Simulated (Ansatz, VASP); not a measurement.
# PbS: VASP beside Ansatz

```
CELL_PARAMETERS angstrom
0.00000 3.30098 3.30098
3.30098 0.00000 3.30098
3.30098 3.30098 0.00000
ATOMIC_POSITIONS crystal
Pb 0.00000 0.00000 0.00000
S 0.25000 0.25000 0.25000
```

Alike in both runs: task single point; functional r2SCAN; k mesh 6 × 6 × 6; no spin polarisation.

|  | VASP | Ansatz |
| --- | --- | --- |
| version | VASP 6.6.1 | Ansatz 0.2.0 |
| potentials or method | VASP PAW PBE potentials, release 64 (Pb_d, S) | plane waves, PAW |
| plane-wave cutoff (eV) | 520 | 500 |
| occupations | gaussian, width 0.01 eV | fixed |
| valence electrons in the cell | 20 | 20 |

```csv
,VASP,Ansatz,Ansatz less VASP
gap on the k mesh at the Fermi level (eV),1.07,1.07,0.000
pressure (GPa),0.0,0.0,0.00
```

Caveats: the PAW data sets were made with another functional, which shifts forces and pressure a little (VASP); spin-orbit coupling is left out, which as a rule narrows the gap of such compounds by several tenths of an eV. A k mesh can miss the band edges.
